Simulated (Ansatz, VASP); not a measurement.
## Si24ClO47 (Cl_O) in two plane-wave programs

Aim: how closely do two programs agree when they are given the same cell, functional and k mesh? The cell is taken from a series of runs on this material, whose earlier steps may have relaxed, scaled, displaced or heated it; both programs get it as it stands.

Main program and level: Ansatz 0.2.0; plane waves, with VASP 6.6.1 beside it; single point at HSE06.

### 1. Set-up

The cell holds 72 atoms: 24 Si, 47 O and 1 Cl. Cell: a = 9.842 Å, b = 9.842 Å, c = 10.833 Å, α = 90.0°, β = 90.0°, γ = 120.0°. It derives from SiO2 (SiO2 (P3_121)). Nearest the centre at fractional (0.293, 0.428, 0.559): Cl72 at 0.53 Å, Si4 at 2.01 Å, Si12 at 2.49 Å, O32 at 2.55 Å, O46 at 2.75 Å, O25 at 2.79 Å, O33 at 2.83 Å, O30 at 3.10 Å. The cell carries charge −1.

Structure file:

```cif
data_structure
_symmetry_space_group_name_H-M 'P 1'
_symmetry_Int_Tables_number 1
_cell_length_a 9.8422
_cell_length_b 9.8422
_cell_length_c 10.8331
_cell_angle_alpha 90.000
_cell_angle_beta 90.000
_cell_angle_gamma 120.000
_cell_volume 908.80
loop_
_atom_site_label
_atom_site_type_symbol
_atom_site_fract_x
_atom_site_fract_y
_atom_site_fract_z
_atom_site_occupancy
Si1 Si 0.26675 0.27723 0.99282 1
Si2 Si 0.01523 0.23348 0.32760 1
Si3 Si 0.25218 0.02141 0.16074 1
Si4 Si 0.26955 0.22788 0.48939 1
Si5 Si 0.00143 0.25139 0.82225 1
Si6 Si 0.21817 0.97375 0.67216 1
Si7 Si 0.25015 0.76402 0.00911 1
Si8 Si 0.02309 0.74759 0.33642 1
Si9 Si 0.25418 0.51168 0.16917 1
Si10 Si 0.26055 0.73394 0.51076 1
Si11 Si 0.98994 0.70284 0.82478 1
Si12 Si 0.18179 0.56134 0.68309 1
Si13 Si 0.76168 0.26793 0.99298 1
Si14 Si 0.52822 0.23607 0.32440 1
Si15 Si 0.74115 0.00106 0.15937 1
Si16 Si 0.78187 0.26006 0.49450 1
Si17 Si 0.48831 0.22321 0.82550 1
Si18 Si 0.73820 0.99551 0.66782 1
Si19 Si 0.75137 0.75451 0.98859 1
Si20 Si 0.51275 0.74189 0.33393 1
Si21 Si 0.74435 0.51573 0.16568 1
Si22 Si 0.77412 0.75890 0.50134 1
Si23 Si 0.48202 0.74276 0.83470 1
Si24 Si 0.72315 0.47840 0.66273 1
O25 O 0.14323 0.19214 0.38221 1
O26 O 0.30203 0.44206 0.05260 1
O27 O 0.09429 0.37403 0.22892 1
O28 O 0.21319 0.15084 0.10505 1
O29 O 0.41803 0.10013 0.23124 1
O30 O 0.42245 0.22894 0.43926 1
O31 O 0.13330 0.22590 0.88917 1
O32 O 0.06819 0.37055 0.70624 1
O33 O 0.19651 0.10788 0.60116 1
O34 O 0.35285 0.05587 0.77710 1
O35 O 0.42235 0.29608 0.92765 1
O36 O 0.13361 0.68869 0.39816 1
O37 O 0.27568 0.93209 0.04824 1
O38 O 0.11727 0.90410 0.25377 1
O39 O 0.23123 0.65516 0.12729 1
O40 O 0.39114 0.57649 0.27102 1
O41 O 0.42818 0.78487 0.44234 1
O42 O 0.08932 0.67667 0.93716 1
O43 O 0.27985 0.89492 0.57162 1
O44 O 0.05519 0.86572 0.73991 1
O45 O 0.08516 0.64287 0.72163 1
O46 O 0.33322 0.59753 0.77060 1
O47 O 0.41169 0.80670 0.93901 1
O48 O 0.66640 0.21025 0.37631 1
O49 O 0.77864 0.41889 0.06321 1
O50 O 0.60065 0.40135 0.25463 1
O51 O 0.71584 0.13440 0.09649 1
O52 O 0.88017 0.07899 0.26113 1
O53 O 0.94727 0.28848 0.44114 1
O54 O 0.62513 0.20384 0.89006 1
O55 O 0.80025 0.41473 0.56072 1
O56 O 0.55434 0.33538 0.70541 1
O57 O 0.70919 0.11953 0.59269 1
O58 O 0.86848 0.08258 0.77272 1
O59 O 0.92499 0.31088 0.92664 1
O60 O 0.65453 0.72359 0.38874 1
O61 O 0.78760 0.91899 0.05241 1
O62 O 0.58226 0.87815 0.23020 1
O63 O 0.69253 0.62900 0.10161 1
O64 O 0.89830 0.60857 0.25029 1
O65 O 0.93832 0.78988 0.44516 1
O66 O 0.60306 0.69708 0.89497 1
O67 O 0.80011 0.91244 0.57345 1
O68 O 0.57376 0.87397 0.72990 1
O69 O 0.70219 0.61151 0.59326 1
O70 O 0.81907 0.54660 0.78722 1
O71 O 0.90323 0.77200 0.92606 1
Cl72 Cl 0.35322 0.45011 0.54648 1
```

### 2. Ansatz: single point, HSE06

Ansatz runs on its PAW soft_1 files.

A single point gives forces, pressure and levels at one fixed geometry, so differences don't come from the geometry; what else differs is listed under the comparison.

File input.yaml:

```yaml
crystal:
  checkpoint: "../qm1.hrelax.run"
  host: checkpoint
total_charge: -1
basis:
  ecutwfc: 420
  xc_grid: 2
hamiltonian:
  xc: hse06
  pseudopotentials: { kind: paw, azcp: { folder: soft_1 } }
kpoints:
  mp_grid: { grid: [1, 1, 1] }
scf:
  occupations: { method: fixed }
  max_iter: 100
output:
  forces: true
  charged_corrections:
    epsilon: [2.49, 2.49, 2.52]
    static_epsilon: [4.64, 4.64, 4.86]
    defect_position: [0.293394, 0.427912, 0.558959]
  eigenvalues: true
  eigenstates: { localisation: true }
  populations: true
checkpoint:
  read: "../qm1.hrelax.run"
  write: "../qm1.hyb.run"
  compress: false
  write_wavefunctions: false
  write_every: 100000
```

On the command line:

```bash
ansatz run input.yaml --threads 8 --pin off --max-ram 18841MiB --backend cpu --events-out ev --progress --plain --runs-dir out
```

Numbers of over 12 decimals in the logs are rounded to 6 here.

The program printed:

```text
crystal.checkpoint: the structure is that of <dir>, a `relax` run, at its step 11: its result, under hse06 at a charge of -1 e; 72 atoms read, 0 with a starting moment; crystal.structure_sha256 for this input is
exact exchange: scf.exx.singularity resolves to wigner_seitz, which cuts the screened interaction at the faces of the exchange supercell's Wigner-Seitz cell, so that each pair interacts once, at the shortest of its separations (the periodic images that this leaves out come, for a point-like exchange hole, to about 0.009 eV on a filled level). The cut falls within the interaction's reach, and what an exchange supercel [...]
Engine: ansatz 0.2.0, aarch64-unknown-linux-gnu
Pseudopotentials: kind: paw
Pseudopotential: Si, paw, valence charge 4, recommended cutoff 420 eV (normal), soft_1/Si.paw.azcp
Pseudopotential: O, paw, valence charge 6, recommended cutoff 420 eV (normal), soft_1/O.paw.azcp
Pseudopotential: Cl, paw, valence charge 7, recommended cutoff 420 eV (normal), soft_1/Cl.paw.azcp
Functional definition: HSE06
  parameter a = 0.25
  parameter omega = 0.11/bohr
  exchange = pbe_x - a*pbe_x_sr(omega) + a*exact_x_sr(omega)
  correlation = pbe_c
davidson cushion auto → on  (no smearing: the cushion is to keep the highest requested band from converging to the state above it; pin scf.eigensolver.cushion to override)
Crystal: 72 atoms, lattice volume = 908.797 Å³
Basis set: ecut = 420 eV, 17845 PW (Γ), exchange–correlation on 144×144×150 points (8 copies of the dense FFT grid, shifted against one another)
Bands: 265, of which v1, the nominal top of the filled ones, is band 193 counted from 1 (192 counted from 0)
Symmetry: 1 space group operations
Space group: P1 (ITA 1), of the structure as read, at distance tolerance 9.7e-5 Å
k-points: 1
Non-local potential: Si, projectors of the file, l = 0: 2, l = 1: 2, l = 2: 1
Non-local potential: O, projectors of the file, l = 0: 2, l = 1: 2, l = 2: 1
Non-local potential: Cl, projectors of the file, l = 0: 2, l = 1: 2, l = 2: 1
PAW form: soft (Blöchl's): semilocal exchange-correlation on the pseudo side does not see the compensation charge
PAW frozen core: Si, regenerated for the run's functional, and the local potential with it (the file was generated under x = pbe(κ = 0.804, μ = 0.219515), c = pbe(β = 0.066725))
PAW frozen core: O, regenerated for the run's functional, and the local potential with it (the file was generated under x = pbe(κ = 0.804, μ = 0.219515), c = pbe(β = 0.066725))
PAW frozen core: Cl, regenerated for the run's functional, and the local potential with it (the file was generated under x = pbe(κ = 0.804, μ = 0.219515), c = pbe(β = 0.066725))
PAW one-centre angular grid: Si, 110 points (default); XC on 64 Gauss nodes
PAW one-centre angular grid: O, 110 points (default); XC on 96 Gauss nodes
PAW one-centre angular grid: Cl, 110 points (default); XC on 64 Gauss nodes
Initial density: read from a saved state, or passed on in memory by an earlier SCF of this step, an earlier step, the calling program or the single point that the run made first
Stability of the state it starts from, as read at its close in the unpolarized treatment: not read, because the functional holds exact exchange (a hybrid, or Hartree-Fock), whose exchange loop this test does not read (fock_operator)
Initial wavefunctions: those read from a saved state, or passed on in memory by an earlier step or the calling program
Functional: x = pbe(κ = 0.804, μ = 0.219515) + 0.25 (exact − pbe) at short range (hse, ω = 0.207870 Å⁻¹), c = pbe(β = 0.066725); HSE06 as pw.x's `hse` composes it (authors' and Libxc's form: `xc: wpbeh`)
[...]
atom   2  Si    -0.00378712    -0.00244828    -0.00384153
  atom   3  Si    -0.00220104     0.00462472     0.00010319
  atom   4  O     -0.00579981    -0.00387331    -0.00062069
  atom   5  O      0.01014845     0.00111321     0.00316455
  atom   6  O     -0.00451799     0.00668489     0.00272947
  atom   7  O     -0.00532811    -0.00322135     0.00284496
  atom   8  O      0.00414583    -0.00178991    -0.00215164
  atom   9  O      0.00377008    -0.01168665    -0.01632452
  atom  10  Si    -0.00804685     0.00676329     0.01426294
  atom  11  Si     0.00237155    -0.01017704     0.00149892
  atom  12  Si    -0.01440840    -0.00644252    -0.00573284
  atom  13  O     -0.00194379     0.00179709     0.00066655
  atom  14  Cl    -0.01243488     0.01080620     0.01421701
  atom  15  O      0.00345937     0.00558060    -0.00617571
  atom  16  O     -0.00118587    -0.00826746    -0.00062906
  atom  17  O      0.00809533     0.00659870    -0.00930313
  atom  18  O     -0.00075410    -0.00190152    -0.00654686
  atom  19  Si    -0.00272915     0.00194514     0.00415467
  atom  20  Si    -0.00895758    -0.00367521    -0.01634407
  atom  21  Si    -0.00223971    -0.00441466    -0.00200718
  atom  22  O      0.01276385    -0.00784110     0.01474362
  atom  23  O      0.00643258    -0.00476666    -0.00448610
  atom  24  O     -0.00080149     0.00651432     0.01590122
  atom  25  O     -0.00346519     0.00093549    -0.00148759
[...]
atom  65  Si     0.00565653     0.00914684     0.00814676
  atom  66  Si     0.00326831    -0.00548145    -0.00031157
  atom  67  O     -0.00455461     0.00144200    -0.00211267
  atom  68  O      0.00484570    -0.00662019     0.00110102
  atom  69  O      0.00011449    -0.00338838    -0.01042565
  atom  70  O     -0.00202871     0.00323295    -0.00363441
  atom  71  O      0.00877649     0.00956338     0.00230913
  atom  72  O     -0.00062737     0.00076605     0.00073328
  max |Σ_I F_I| component: 2.09e-4 eV/Å
--- Charged-cell corrections in eV (Makov–Payne, q = -1.000 e, ε = [2.490, 2.490, 2.520] of the electrons, [4.640, 4.640, 4.860] with the ions) ---
  F (periodic)     = -43088.469308  (uncorrected; the corrections below are reported, never added to it)
  E_corr1          = +0.842843  (monopole, q²α_M/2ε̄L, of the cell on which ε is isotropic)
  F Makov-Payne    = n/a  (the rows are of the electrons' constant alone; ansatz place-levels tells what screens the charge)
  no potential alignment in this run, which stands beside a crystal: run the host's input off ansatz write-host-input, and read the two finished runs by ansatz place-levels (neither reads a slab, a wire or a sheet, whose cell leaves a vacuum)
--- Band table (eV) ---
  k-point 0: bands = [... 189 lower, 1.6544, 2.1144, 2.1680, 3.0596, 9.2004, 9.8835, 10.5658, 11.0282, ... 68 higher]
--- Löwdin populations: 72 sites ---
  site symbol       q [e]
     0     Si      2.2046
     1     Si      2.2076
     2     Si      2.2099
     3      O      6.7847
     4      O      6.7896
     5      O      6.7923
     6      O      6.7922
     7      O      6.7900
     8      O      6.7925
     9     Si      2.3526
    10     Si      2.2178
    11     Si      2.2293
    12      O      6.7864
    13     Cl      7.1841
    14      O      6.7848
    15      O      6.7799
    16      O      6.7906
    17      O      6.7919
    18     Si      2.2267
    19     Si      2.2173
    20     Si      2.2105
    21      O      6.7853
    22      O      6.7918
    23      O      6.7913
[...]
64     Si      2.2235
    65     Si      2.2239
    66      O      6.7912
    67      O      6.7914
    68      O      6.7927
    69      O      6.7939
    70      O      6.7921
    71      O      6.8010
  spilling = 0.013917 (of n_electrons = 386.000000)
```

### 3. VASP: single point, HSE06

The same cell, functional and mesh now go to VASP, with its own data sets.

Lines of VASP's logs that name or quote its potential files are left out, and so is its time.

The run reads the wave functions of an earlier VASP run, which isn't shown here.

File INCAR:

```
SYSTEM = Si24ClO47
PREC = Accurate
ENCUT = 520
EDIFF = 1E-06
NELM = 100
ISMEAR = 0
SIGMA = 0.01
LREAL = Auto
ALGO = Normal
LHFCALC = .TRUE.
AEXX = 0.25
GGA = PE
HFSCREEN = 0.208
LASPH = .TRUE.
NELECT = 386
NBANDS = 243
PRECFOCK = Fast
LORBIT = 11
LWAVE = .FALSE.
LCHARG = .FALSE.
ISIF = 2
```

File POSCAR:

```
Si24ClO47
1.0
    9.8422041343      0.0000000000      0.0000000000
   -4.9211020672      8.5235988096      0.0000000000
    0.0000000000      0.0000000000     10.8330695259
Si O Cl
24 47 1
Direct
    0.2667519470      0.2772263706      0.9928186358
    0.0152322960      0.2334767389      0.3275961537
    0.2521773864      0.0214134472      0.1607373001
    0.2695531858      0.2278849517      0.4893856469
    0.0014333948      0.2513944252      0.8222536374
    0.2181734598      0.9737522860      0.6721577765
    0.2501514436      0.7640214245      0.0091133834
    0.0230896026      0.7475936674      0.3364176052
    0.2541806341      0.5116824813      0.1691713038
    0.2605493951      0.7339425596      0.5107607632
    0.9899391334      0.7028375230      0.8247772505
    0.1817865666      0.5613392936      0.6830892452
    0.7616845561      0.2679318963      0.9929765100
    0.5282169618      0.2360747035      0.3244012963
    0.7411482087      0.0010601741      0.1593706655
    0.7818709306      0.2600591078      0.4944974056
    0.4883109836      0.2232070360      0.8254989342
    0.7382019255      0.9955083312      0.6678212980
    0.7513729288      0.7545131382      0.9885909915
    0.5127455068      0.7418868507      0.3339311873
    0.7443479840      0.5157282425      0.1656784337
    0.7741187295      0.7588994847      0.5013421134
    0.4820205624      0.7427609320      0.8346983467
    0.7231507638      0.4784039561      0.6627278523
    0.1432291492      0.1921408997      0.3822129005
    0.3020271664      0.4420636457      0.0526019583
    0.0942946358      0.3740341784      0.2289244099
    0.2131886530      0.1508369874      0.1050480851
    0.4180271216      0.1001340299      0.2312354951
    0.4224481127      0.2289359994      0.4392605859
    0.1333009859      0.2258961161      0.8891667612
    0.0681877560      0.3705467499      0.7062395258
    0.1965109747      0.1078805349      0.6011639583
    0.3528507949      0.0558744448      0.7771035593
    0.4223477951      0.2960813498      0.9276496593
    0.1336090774      0.6886917465      0.3981644643
    0.2756827273      0.9320931099      0.0482435381
    0.1172697683      0.9041046674      0.2537720113
    0.2312338181      0.6551557308      0.1272899150
    0.3911372104      0.5764885839      0.2710235288
    0.4281757723      0.7848650624      0.4423382950
    0.0893190689      0.6766657034      0.9371558196
    0.2798496499      0.8949214484      0.5716207397
    0.0551939668      0.8657165144      0.7399090764
    0.0851570166      0.6428660116      0.7216336694
    0.3332160682      0.5975289189      0.7705977208
    0.4116894151      0.8067033538      0.9390066560
    0.6663950857      0.2102520018      0.3763082850
    0.7786372438      0.4188873933      0.0632098042
    0.6006480113      0.4013458805      0.2546264217
    0.7158443319      0.1344039466      0.0964942376
    0.8801672554      0.0789856773      0.2611271545
    0.9472738280      0.2884840079      0.4411444815
    0.6251250615      0.2038402523      0.8900588301
    0.8002499062      0.4147341699      0.5607179836
    0.5543373079      0.3353751902      0.7054096365
    0.7091891883      0.1195300789      0.5926852751
    0.8684756025      0.0825795449      0.7727199661
    0.9249865207      0.3108834794      0.9266368793
    0.6545317595      0.7235877260      0.3887449020
    0.7876039579      0.9189931831      0.0524077306
    0.5822613171      0.8781527115      0.2301953184
    0.6925313940      0.6289984566      0.1016114362
    0.8982991957      0.6085671102      0.2502860769
    0.9383186616      0.7898808155      0.4451585140
    0.6030630510      0.6970776302      0.8949724480
    0.8001080612      0.9124431827      0.5734507989
    0.5737582042      0.8739683229      0.7299016946
    0.7021889557      0.6115109347      0.5932640173
    0.8190662925      0.5465966567      0.7872213546
    0.9032342545      0.7720013669      0.9260587627
    0.3532193132      0.4501115928      0.5464818279
```

File KPOINTS:

```
Automatic mesh
0
Gamma
1 1 1
0 0 0
```

The projector-augmented-wave data sets are Si, O and Cl (PBE family, release 64).

On the command line:

```bash
export OMP_NUM_THREADS=3
mpirun -np 1 vasp_gam
```

The program printed:

```text
[banner, memory and clock lines left out]
running    1 mpi-ranks, on    1 nodes
[...]
Offloading initialized ...    1 GPUs detected
[...]
LDA part: xc-table for (Slater+PW92), standard interpolation
 found WAVECAR, reading the header
 POSCAR, INCAR and KPOINTS ok, starting setup
[...]
reading WAVECAR
 the WAVECAR file was read successfully
 initial charge from wavefunction
 entering main loop
       N       E                     dE             d eps       ncg     rms          rms(c)
DAV:   1    -0.683703955025E+03   -0.68370E+03   -0.11379E+01   556   0.865E+00    0.156E+01
DAV:   2    -0.683796731908E+03   -0.92777E-01   -0.49226E-01   572   0.147E+00    0.114E+01
DAV:   3    -0.683760131410E+03    0.36600E-01   -0.41463E-02   572   0.434E-01    0.688E+00
DAV:   4    -0.683752173007E+03    0.79584E-02   -0.14587E-02   564   0.235E-01    0.392E+00
[...]
DAV:   9    -0.683748677044E+03    0.19566E-04   -0.17149E-05   580   0.133E-02    0.232E-01
DAV:  10    -0.683748672928E+03    0.41155E-05   -0.61375E-06   564   0.869E-03    0.131E-01
DAV:  11    -0.683748672658E+03    0.27068E-06   -0.19516E-06   388   0.580E-03
   1 F= -.68374867E+03 E0= -.68374867E+03  d E =-.158131E-18
```

OUTCAR, selected parts (step 3):

```text
  Total       17.1303997     22.2824887     19.6857466      0.3794604      5.8157823     -0.1647347
  in kB       30.2002947     39.2832470     34.7052817      0.6689754     10.2530205     -0.2904215
  external PRESSURE =      34.7296078 kB  Pullay stress =       0.0000000 kB

 POSITION                                       TOTAL-FORCE (eV/Angst)
 -----------------------------------------------------------------------------------
      1.26117      2.36297     10.75527         0.004491      0.017985     -0.009846
     -0.99904      1.99006      3.54887         0.018983     -0.020753     -0.004612
      2.37660      0.18252      1.74128        -0.016521      0.008005      0.009046
      1.53155      1.94240      5.30155        -0.026549      0.126234      0.056001
     -1.22303      2.14279      8.90753         0.032488     -0.045037      0.009227
     -2.64463      8.29987      7.28153        -0.023581      0.032961     -0.017347
     -1.29779      6.51221      0.09873         0.005143      0.033416      0.032731
     -3.45173      6.37219      3.64444        -0.008648     -0.003569     -0.029967
     -0.01634      4.36138      1.83264        -0.017856     -0.014868      0.003573
     -1.04743      6.25583      5.53311         0.033444     -0.001323      0.017316
      6.28445      5.99071      8.93487        -0.027996     -0.003281      0.021942
     -0.97323      4.78463      7.39995         0.036101     -0.015129     -0.041969
      6.17813      2.28374     10.75698        -0.002533      0.021378      0.013719
      4.03707      2.01221      3.51426         0.022707     -0.024454      0.012004
[...]
-----------------------------------------------------------------------------------
    total drift:                               -0.004693      0.005347      0.020613

  FREE ENERGIE OF THE ION-ELECTRON SYSTEM (eV)
  ---------------------------------------------------
  free  energy   TOTEN  =      -683.7486726577 eV

  energy  without entropy=     -683.7486726577  energy(sigma->0) =     -683.74867266

[... 3 further parts left out ...]
[key lines of the parts left out:]
E-fermi :   1.6691
```

The run ends at a pressure of 3.47 GPa, with forces up to 0.14 eV/Å.

### 4. Differences

Known differences besides the potentials themselves: exact exchange at q = 0 is treated differently, which shows on coarse meshes; VASP keeps PBE cores, Ansatz makes them for the functional; fixed occupations in Ansatz, narrow Gaussian smearing in VASP; the cutoff is 420 eV in Ansatz and 520 eV in VASP (PREC = Accurate, projectors in real space); VASP takes a coarser grid for exact exchange (PRECFOCK = Fast). Total energies have different zeros and are not compared.

Compared:

```tsv
quantity	Ansatz	VASP	difference
gap on the k mesh (eV)	6.141	6.170	-0.029
```

Forces on 7 of the 72 atoms, those with the largest forces and the largest differences (eV/Å; atoms numbered as in POSCAR):

```tsv
atom	Ansatz x, y, z	VASP x, y, z
Si4	-0.008, 0.007, 0.014	-0.027, 0.126, 0.056
Si5	0.002, -0.010, 0.001	0.032, -0.045, 0.009
Si12	0.000, 0.004, 0.013	0.036, -0.015, -0.042
Si24	0.003, -0.005, 0.000	-0.031, -0.009, -0.037
O30	0.004, -0.012, -0.016	0.011, -0.009, -0.052
O45	-0.011, 0.000, -0.003	-0.057, 0.025, 0.017
Cl72	-0.012, 0.011, 0.014	-0.001, -0.082, -0.016
```

The forces differ by 20 meV/Å r.m.s., where the r.m.s. force is 0.006 eV/Å in Ansatz and 0.022 eV/Å in VASP: the atoms lie near their places of rest in Ansatz, so a percentage would say little (all taken over all components). A gap on the mesh is an upper bound, since the band edges may lie between its points. The cell carries a charge of -1 e against a uniform background, so its pressure also hangs on how the neutralising background is counted, and in a defect's cell a gap may be the spacing between its levels.

### 5. Summary of results

* r.m.s. force difference (single point, HSE06): 20 meV/Å

**Reading.** The r.m.s. force difference is 20 meV/Å (single point, HSE06), beyond the 12 meV/Å picked in this series as the mark of a large difference. What causes the difference of the single point, HSE06 pair stays open here. How closely two codes agree says nothing of how well the functional describes the real material.

[Lines on the potential files, build, host, timing and source positions are cut from VASP's logs without a mark.]

[Logs are printed without paths, hosts, clocks, repeated set-up lines and the standing remarks that a program may print on its own settings, such as how far it seeks lower states.]

[Hosts, paths, dates, database ids (printed as entryN), source tags and the programs' standing remarks are cut or masked in the printed files.]
